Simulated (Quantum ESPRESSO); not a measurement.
# Zn (P6_3/mmc) in Quantum ESPRESSO: notebook

The runs below take Zn through single point, equation of state, with r2SCAN.

Program: Quantum ESPRESSO 7.5. These are calculated values, not measurements. Logs are shortened: lines on timing, memory, paths and dates and some standing lists are left out, and cuts for length are marked.

## Step 1: The crystal as given

It takes space group P6_3/mmc (No. 194, hexagonal). Conventional cell: a = 2.670 Å, b = 2.670 Å, c = 4.966 Å, α = 90.00°, β = 90.00°, γ = 120.00°. Zn (site symmetry -6m2) is surrounded by 12 Zn at 2.67 to 2.92 Å.

## Step 2: Single point, r2SCAN, 14.41 Å³/atom

pw.in reads:

```
&CONTROL
  calculation = 'scf'
  prefix = 'pwscf'
  outdir = './tmp'
  pseudo_dir = './pseudo'
  tstress = .true.
  disk_io = 'nowf'
/
&SYSTEM
  ibrav = 0
  nat = 2
  ntyp = 1
  ecutwfc = 70
  nbnd = 28
  input_dft = 'r2scan'
  occupations = 'smearing'
  smearing = 'fd'
  degauss = 0.00367493
  nosym = .true.
  nr1 = 36
  nr2 = 36
  nr3 = 60
/
&ELECTRONS
  conv_thr = 1d-08
  electron_maxstep = 120
  mixing_beta = 0.5
/
ATOMIC_SPECIES
Zn    65.3800 Zn_ONCV_PBE-1.2.upf
CELL_PARAMETERS angstrom
   2.6154949103    0.0000000000    0.0000000000
  -1.3077474551    2.2650850358    0.0000000000
   0.0000000000    0.0000000000    4.8646246159
ATOMIC_POSITIONS crystal
Zn     0.6666666667    0.3333333333    0.7500000000
Zn     0.3333333333    0.6666666667    0.2500000000
K_POINTS automatic
7 7 4 0 0 0
```

Potentials or basis: SG15 PBE 1.2.

The run is started by

```console
> OMP_NUM_THREADS=1 mpirun -n 2 pw.x -nk 2 -in pw.in > pw.out
```

pw.out:

```text
This program is part of the open-source Quantum ESPRESSO suite
     for quantum simulation of materials; please cite
         "P. Giannozzi et al., J. Phys.:Condens. Matter 21 395502 (2009);
         "P. Giannozzi et al., J. Phys.:Condens. Matter 29 465901 (2017);
         "P. Giannozzi et al., J. Chem. Phys. 152 154105 (2020);
     in publications or presentations arising from this work. More details at

     IMPORTANT: XC functional enforced from input :
     Exchange-correlation= R2SCAN
                           (   0   0   0   0   0 497 498)
     Any further DFT definition will be discarded
     Please, verify this is what you really want

     K-points division:     npool     =       2
     Subspace diagonalization in iterative solution of the eigenvalue problem:
     a serial algorithm will be used

     G-vector sticks info
     --------------------
     sticks:   dense  smooth     PW     G-vecs:    dense   smooth      PW
     Sum         475     475    151                15439    15439    2829

     Using Slab Decomposition

     bravais-lattice index     =            0
     lattice parameter (alat)  =       4.9426  a.u.
     unit-cell volume          =     194.4842 (a.u.)^3
     number of atoms/cell      =            2
     number of atomic types    =            1
     number of electrons       =        40.00
     number of Kohn-Sham states=           28
     kinetic-energy cutoff     =      70.0000  Ry
     charge density cutoff     =     280.0000  Ry
     scf convergence threshold =      1.0E-08
     mixing beta               =       0.5000
     number of iterations used =            8  plain     mixing
     Exchange-correlation= R2SCAN
                           (   0   0   0   0   0 497 498)

     celldm(1)=   4.942569  celldm(2)=   0.000000  celldm(3)=   0.000000
     celldm(4)=   0.000000  celldm(5)=   0.000000  celldm(6)=   0.000000

     crystal axes: (cart. coord. in units of alat)
               a(1) = (   1.000000   0.000000   0.000000 )
               a(2) = (  -0.500000   0.866025   0.000000 )
               a(3) = (   0.000000   0.000000   1.859925 )

     reciprocal axes: (cart. coord. in units 2 pi/alat)
               b(1) = (  1.000000  0.577350 -0.000000 )
               b(2) = (  0.000000  1.154701  0.000000 )
               b(3) = (  0.000000 -0.000000  0.537656 )

     PseudoPot. # 1 for Zn read from file:
     Zn_ONCV_PBE-1.2.upf
     Pseudo is Norm-conserving, Zval = 20.0
     Generated using ONCVPSP code by D. R. Hamann
     Using radial grid of  602 points,  6 beta functions with:
                l(1) =   0
                l(2) =   0
                l(3) =   1
                l(4) =   1
                l(5) =   2
                l(6) =   2

     atomic species   valence    mass     pseudopotential
     Zn               20.00    65.38000     Zn( 1.00)

     No symmetry found

   Cartesian axes

     site n.     atom                  positions (alat units)
         1        Zn     tau(   1) = (   0.5000000   0.2886751   1.3949438  )
         2        Zn     tau(   2) = (  -0.0000000   0.5773503   0.4649813  )

     number of k points=    99  Fermi-Dirac smearing, width (Ry)=  0.0037
                       cart. coord. in units 2pi/alat
        k(    1) = (   0.0000000   0.0000000   0.0000000), wk =   0.0102041
        k(    2) = (   0.0000000   0.0000000   0.1344140), wk =   0.0204082
        k(    3) = (   0.0000000   0.0000000  -0.2688280), wk =   0.0102041
        k(    4) = (   0.0000000   0.1649572   0.0000000), wk =   0.0204082
        k(    5) = (   0.0000000   0.1649572   0.1344140), wk =   0.0204082
        k(    6) = (   0.0000000   0.1649572  -0.2688280), wk =   0.0204082
[... 91 lines left out ...]
        k(   98) = (   0.4285714   0.0824786  -0.2688280), wk =   0.0204082
        k(   99) = (   0.4285714   0.0824786  -0.1344140), wk =   0.0204082

     Dense  grid:    15439 G-vectors     FFT dimensions: (  36,  36,  60)

     WARNING: libxc functional with ID  497 depends
      on external parameters: check the user_guide of
      QE if you need to modify them or to check their
      default values.

     WARNING: libxc functional with ID  498 depends
      on external parameters: check the user_guide of
      QE if you need to modify them or to check their
      default values.

     Initial potential from superposition of free atoms

     starting charge      39.9546, renormalised to      40.0000
     Starting wfcs are random

     Self-consistent Calculation

     iteration #  1     ecut=    70.00 Ry     beta= 0.50
     Davidson diagonalization with overlap
     ethr =  1.00E-02,  avg # of iterations =  9.8

     total energy              =    -800.77561143 Ry
     estimated scf accuracy    <     386.16186926 Ry

     iteration #  2     ecut=    70.00 Ry     beta= 0.50
     Davidson diagonalization with overlap
     ethr =  1.00E-02,  avg # of iterations =  1.0

[... 92 lines left out ...]

          k = 0.0000 0.0000-0.2688 (  1956 PWs)   bands (ev):

  -114.1804-114.1804 -67.1605 -67.1605 -67.1463 -67.1463 -67.1462 -67.1462
     6.5284   6.5284   8.2252   8.2252   8.2252   8.2252   8.2571   8.2571
     8.7823   8.7823   8.7823   8.7823  21.4653  21.4653  37.2032  37.2032
    37.2032  37.2032  37.2976  37.2976

          k = 0.0000 0.1650 0.0000 (  1933 PWs)   bands (ev):

  -114.1802-114.1791 -67.1671 -67.1542 -67.1525 -67.1523 -67.1491 -67.1471
     5.7911   7.4036   8.0015   8.1635   8.2368   8.3704   8.4193   8.4467
     8.5899   8.6133   8.8818  13.3976  13.7007  29.1106  32.0017  32.3839
    34.2153  34.5629  35.9821  36.6855

          k = 0.0000 0.1650 0.1344 (  1928 PWs)   bands (ev):

  -114.1801-114.1792 -67.1651 -67.1551 -67.1538 -67.1522 -67.1488 -67.1474
     6.1745   7.3904   8.0078   8.1341   8.1862   8.3611   8.3998   8.4316
     8.6500   8.6667   8.8496  10.6014  17.4270  27.3527  29.5840  32.7795
    32.8477  34.8322  36.3687  37.2714

          k = 0.0000 0.1650-0.2688 (  1948 PWs)   bands (ev):

  -114.1796-114.1796 -67.1601 -67.1601 -67.1530 -67.1530 -67.1481 -67.1481
     7.0476   7.0476   8.0651   8.0651   8.2018   8.2018   8.3686   8.3686
     8.7612   8.7612   9.0425   9.0425  22.0774  22.0774  30.7982  30.7982
    34.2092  34.2092  35.7514  35.7514

          k = 0.0000 0.1650-0.1344 (  1928 PWs)   bands (ev):

  -114.1801-114.1792 -67.1651 -67.1551 -67.1538 -67.1522 -67.1488 -67.1474
     6.1745   7.3904   8.0078   8.1341   8.1862   8.3611   8.3998   8.4316
     8.6500   8.6667   8.8496  10.6014  17.4270  27.3527  29.5840  32.7795
    32.8477  34.8322  36.3687  37.2714

          k = 0.0000 0.3299 0.0000 (  1921 PWs)   bands (ev):

  -114.1785-114.1776 -67.1702 -67.1685 -67.1634 -67.1534 -67.1525 -67.1510
     7.2333   7.5830   7.9518   8.1444   8.2731   8.3818   8.4773   8.7329
     8.7612   8.7612   8.8763  15.0135  15.8018  22.3361  28.4928  29.2843
    29.4360  32.7786  34.4657  35.4649

          k = 0.0000 0.3299 0.1344 (  1927 PWs)   bands (ev):

  -114.1783-114.1777 -67.1705 -67.1691 -67.1613 -67.1538 -67.1531 -67.1513
     7.3470   7.6053   7.9281   7.9997   8.2968   8.5203   8.6122   8.7201
     8.7548   8.8485   8.9729  12.3485  19.2590  22.7410  26.1429  28.9827
    29.9316  32.6533  33.5673  33.6790

          k = 0.0000 0.3299-0.2688 (  1934 PWs)   bands (ev):

  -114.1780-114.1780 -67.1701 -67.1701 -67.1573 -67.1573 -67.1522 -67.1522
     7.5458   7.5458   7.8834   7.8834   8.4986   8.4986   8.6238   8.6238
     8.7961   8.7961  10.1939  10.1939  23.3531  23.3531  24.5910  24.5910
    31.3662  31.3662  33.9343  33.9343
[... 577 lines left out ...]
  -114.1773-114.1768 -67.1771 -67.1762 -67.1597 -67.1584 -67.1569 -67.1537
     7.6216   7.6919   7.8901   7.9592   8.2765   8.4626   8.5729   8.6939
     8.7255   8.9871  10.8927  14.1930  20.1480  21.0533  23.7205  24.4812
    27.8244  29.3166  32.1875  34.6152

          k = 0.4286-0.0825-0.2688 (  1916 PWs)   bands (ev):

  -114.1770-114.1770 -67.1769 -67.1769 -67.1584 -67.1584 -67.1557 -67.1557
     7.6595   7.6595   7.8686   7.8686   8.4378   8.4378   8.5716   8.5716
     8.9458   8.9458  12.0776  12.0776  21.3772  21.3772  25.3282  25.3282
    26.2412  26.2412  34.9661  34.9661

          k = 0.4286-0.0825-0.1344 (  1923 PWs)   bands (ev):

  -114.1773-114.1768 -67.1771 -67.1762 -67.1597 -67.1584 -67.1569 -67.1537
     7.6216   7.6919   7.8901   7.9592   8.2765   8.4626   8.5729   8.6939
     8.7255   8.9871  10.8927  14.1930  20.1480  21.0533  23.7205  24.4812
    27.8244  29.3166  32.1875  34.6152

          k = 0.4286 0.0825 0.0000 (  1929 PWs)   bands (ev):

  -114.1773-114.1767 -67.1770 -67.1757 -67.1607 -67.1589 -67.1566 -67.1531
     7.6415   7.7167   7.8020   8.2269   8.2594   8.3341   8.4201   8.6077
     8.8067   8.9686  10.5616  16.5924  17.8846  19.8566  24.0015  25.9898
    26.9126  30.2158  31.2284  36.6258

          k = 0.4286 0.0825 0.1344 (  1923 PWs)   bands (ev):

  -114.1773-114.1768 -67.1771 -67.1762 -67.1597 -67.1584 -67.1569 -67.1537
     7.6216   7.6919   7.8901   7.9592   8.2765   8.4626   8.5729   8.6939
     8.7255   8.9871  10.8927  14.1930  20.1480  21.0533  23.7205  24.4812
    27.8244  29.3166  32.1875  34.6152

          k = 0.4286 0.0825-0.2688 (  1916 PWs)   bands (ev):

  -114.1770-114.1770 -67.1769 -67.1769 -67.1584 -67.1584 -67.1557 -67.1557
     7.6595   7.6595   7.8686   7.8686   8.4378   8.4378   8.5716   8.5716
     8.9458   8.9458  12.0776  12.0776  21.3772  21.3772  25.3282  25.3282
    26.2412  26.2412  34.9661  34.9661

          k = 0.4286 0.0825-0.1344 (  1923 PWs)   bands (ev):

  -114.1773-114.1768 -67.1771 -67.1762 -67.1597 -67.1584 -67.1569 -67.1537
     7.6216   7.6919   7.8901   7.9592   8.2765   8.4626   8.5729   8.6939
     8.7255   8.9871  10.8927  14.1930  20.1480  21.0533  23.7205  24.4812
    27.8244  29.3166  32.1875  34.6152

     the Fermi energy is    16.7011 ev

!    total energy              =    -800.81913226 Ry
     estimated scf accuracy    <          1.2E-10 Ry
     smearing contrib. (-TS)   =      -0.00017529 Ry
     internal energy E=F+TS    =    -800.81895697 Ry

     The total energy is F=E-TS. E is the sum of the following terms:
     one-electron contribution =    -476.90693247 Ry
     hartree contribution      =     250.34120073 Ry
     xc contribution           =     -73.15549335 Ry
     ewald contribution        =    -501.09773188 Ry

     convergence has been achieved in  13 iterations

     Computing stress (Cartesian axis) and pressure

          total   stress  (Ry/bohr**3)                   (kbar)     P=        6.73
   0.00002723   0.00000000   0.00000000            4.01        0.00        0.00
   0.00000000   0.00002723  -0.00000000            0.00        4.01       -0.00
   0.00000000  -0.00000000   0.00008282            0.00       -0.00       12.18

=------------------------------------------------------------------------------=
   JOB DONE.
=------------------------------------------------------------------------------=
```

Run time: 1.9 min. Hardware: 2 MPI ranks of Intel Xeon 6975P-C (Granite Rapids), shared host; peak memory 0.24 GiB.

Results:

```
Free energy            : -10895.6994 eV
Pressure               : 0.7 GPa
Band gap on the k mesh : none (metal or under the smearing width)
```

Caveat: the k mesh is coarse (spacing up to 0.40 Å⁻¹), so the values aren't converged; the potentials were made for another functional, which shifts forces and pressure.

## Step 3: Single point, r2SCAN, 14.72 Å³/atom

Edit pw.in of step 2 so:

```diff
@@ -31,5 +31,5 @@
 CELL_PARAMETERS angstrom
-   2.6154949103    0.0000000000    0.0000000000
-  -1.3077474551    2.2650850358    0.0000000000
-   0.0000000000    0.0000000000    4.8646246159
+   2.6339144954    0.0000000000    0.0000000000
+  -1.3169572477    2.2810368644    0.0000000000
+   0.0000000000    0.0000000000    4.8988836645
 ATOMIC_POSITIONS crystal
```

Potentials or basis: SG15 PBE 1.2.

The run is started by

```console
> OMP_NUM_THREADS=1 mpirun -n 2 pw.x -nk 2 -in pw.in > pw.out
```

It took 2 min on 2 MPI ranks of Intel Xeon 6975P-C (Granite Rapids), shared host; peak memory 0.24 GiB.

Results (log left out):

```
Free energy            : -10895.6989 eV
Pressure               : -1.2 GPa
Band gap on the k mesh : none (metal or under the smearing width)
```

Caveat: the k mesh is coarse (spacing up to 0.39 Å⁻¹), so the values aren't converged; the potentials were made for another functional, which shifts forces and pressure.

## Step 4: Single point, r2SCAN, 15.02 Å³/atom

Edit pw.in of step 3 so:

```diff
@@ -31,5 +31,5 @@
 CELL_PARAMETERS angstrom
-   2.6339144954    0.0000000000    0.0000000000
-  -1.3169572477    2.2810368644    0.0000000000
-   0.0000000000    0.0000000000    4.8988836645
+   2.6520799970    0.0000000000    0.0000000000
+  -1.3260399985    2.2967686502    0.0000000000
+   0.0000000000    0.0000000000    4.9326701367
 ATOMIC_POSITIONS crystal
```

The run is started by

```console
> OMP_NUM_THREADS=1 mpirun -n 2 pw.x -nk 2 -in pw.in > pw.out
```

Wall time 1.8 min (2 MPI ranks of Intel Xeon 6975P-C (Granite Rapids), shared host); peak memory 0.24 GiB.

It converged, with:

```
Free energy            : -10895.6917 eV
Pressure               : -2.8 GPa
Band gap on the k mesh : none (metal or under the smearing width)
```

Caveat: the k mesh is coarse (spacing up to 0.39 Å⁻¹), so the values aren't converged; the potentials were made for another functional, which shifts forces and pressure.

## Step 5: Single point, r2SCAN, 15.33 Å³/atom

Edit pw.in of step 4 so:

```diff
@@ -31,5 +31,5 @@
 CELL_PARAMETERS angstrom
-   2.6520799970    0.0000000000    0.0000000000
-  -1.3260399985    2.2967686502    0.0000000000
-   0.0000000000    0.0000000000    4.9326701367
+   2.6700000000    0.0000000000    0.0000000000
+  -1.3350000000    2.3122878281    0.0000000000
+   0.0000000000    0.0000000000    4.9660000000
 ATOMIC_POSITIONS crystal
```

The run is started by

```console
> OMP_NUM_THREADS=1 mpirun -n 2 pw.x -nk 2 -in pw.in > pw.out
```

It took 1.9 min on 2 MPI ranks of Intel Xeon 6975P-C (Granite Rapids), shared host; peak memory 0.24 GiB.

It converged, with:

```
Free energy            : -10895.6786 eV
Pressure               : -4.3 GPa
Band gap on the k mesh : none (metal or under the smearing width)
```

Caveat: the k mesh is coarse (spacing up to 0.39 Å⁻¹), so the values aren't converged; the potentials were made for another functional, which shifts forces and pressure.

## Step 6: Single point, r2SCAN, 15.64 Å³/atom

Edit pw.in of step 5 so:

```diff
@@ -31,5 +31,5 @@
 CELL_PARAMETERS angstrom
-   2.6700000000    0.0000000000    0.0000000000
-  -1.3350000000    2.3122878281    0.0000000000
-   0.0000000000    0.0000000000    4.9660000000
+   2.6876826345    0.0000000000    0.0000000000
+  -1.3438413173    2.3276014388    0.0000000000
+   0.0000000000    0.0000000000    4.9988883757
 ATOMIC_POSITIONS crystal
```

Potentials or basis: SG15 PBE 1.2.

The run is started by

```console
> OMP_NUM_THREADS=1 mpirun -n 2 pw.x -nk 2 -in pw.in > pw.out
```

Run time: 1.9 min. Hardware: 2 MPI ranks of Intel Xeon 6975P-C (Granite Rapids), shared host; peak memory 0.24 GiB.

The run converged. Its results:

- Free energy: -10895.6603 eV
- Pressure: -5.5 GPa
- Band gap on the k mesh: none (metal or under the smearing width)

Caveat: the k mesh is coarse (spacing up to 0.39 Å⁻¹), so the values aren't converged; the potentials were made for another functional, which shifts forces and pressure.

## Step 7: Single point, r2SCAN, 15.94 Å³/atom

Edit pw.in of step 6 so:

```diff
@@ -31,5 +31,5 @@
 CELL_PARAMETERS angstrom
-   2.6876826345    0.0000000000    0.0000000000
-  -1.3438413173    2.3276014388    0.0000000000
-   0.0000000000    0.0000000000    4.9988883757
+   2.7051356082    0.0000000000    0.0000000000
+  -1.3525678041    2.3427161574    0.0000000000
+   0.0000000000    0.0000000000    5.0313495994
 ATOMIC_POSITIONS crystal
```

The run is started by

```console
> OMP_NUM_THREADS=1 mpirun -n 2 pw.x -nk 2 -in pw.in > pw.out
```

It took 1.7 min on 2 MPI ranks of Intel Xeon 6975P-C (Granite Rapids), shared host; peak memory 0.26 GiB.

It converged, with:

```
Free energy            : -10895.6375 eV
Pressure               : -6.6 GPa
Band gap on the k mesh : none (metal or under the smearing width)
```

Caveat: the k mesh is coarse (spacing up to 0.38 Å⁻¹), so the values aren't converged; the potentials were made for another functional, which shifts forces and pressure.

## Step 8: Single point, r2SCAN, 16.25 Å³/atom

Edit pw.in of step 7 so:

```diff
@@ -31,5 +31,5 @@
 CELL_PARAMETERS angstrom
-   2.7051356082    0.0000000000    0.0000000000
-  -1.3525678041    2.3427161574    0.0000000000
-   0.0000000000    0.0000000000    5.0313495994
+   2.7223662359    0.0000000000    0.0000000000
+  -1.3611831179    2.3576383187    0.0000000000
+   0.0000000000    0.0000000000    5.0633972761
 ATOMIC_POSITIONS crystal
```

The run is started by

```console
> OMP_NUM_THREADS=1 mpirun -n 2 pw.x -nk 2 -in pw.in > pw.out
```

It took 1.9 min on 2 MPI ranks of Intel Xeon 6975P-C (Granite Rapids), shared host; peak memory 0.24 GiB.

Results (log left out):

```
Free energy            : -10895.6107 eV
Pressure               : -7.6 GPa
Band gap on the k mesh : none (metal or under the smearing width)
```

Caveat: the k mesh is coarse (spacing up to 0.38 Å⁻¹), so the values aren't converged; the potentials were made for another functional, which shifts forces and pressure.

## Step 9: Equation of state, r2SCAN

Potentials or basis: SG15 PBE 1.2.

No new run: the results of the series are fitted here.

What came out:

| Quantity | Value |
| --- | --- |
| Equilibrium volume | 14.54 Å³/atom |
| Bulk modulus at fixed shape and positions | 90 GPa |
| Pressure derivative of the bulk modulus | 5.2 |

Energy against volume, from the lowest point:
```
volume (Å³/atom)  energy (meV/atom)
          14.410               0.00
          14.716               0.23
          15.023               3.83
          15.330              10.38
          15.636              19.53
          15.943              30.93
          16.249              44.34
```

Caveat: the k mesh is coarse (spacing up to 0.39 Å⁻¹), so the values aren't converged; the potentials were made for another functional, which shifts forces and pressure; the cell was scaled at fixed shape and fractional positions, which overstates the stiffness of a crystal with free parameters, most of all of layers and chains.

## Step 10: For comparison

An earlier run on the cell as given: functional PBEsol; potentials or basis GBRV 1.5 PBEsol; cutoff 762 eV; density cutoff 6095 eV; k mesh 11 × 11 × 6; occupations fermi-dirac, width 0.05 eV; no spin polarisation.

* Pressure: -5.6 GPa
* Band gap on the k mesh: none (metal or under the smearing width)
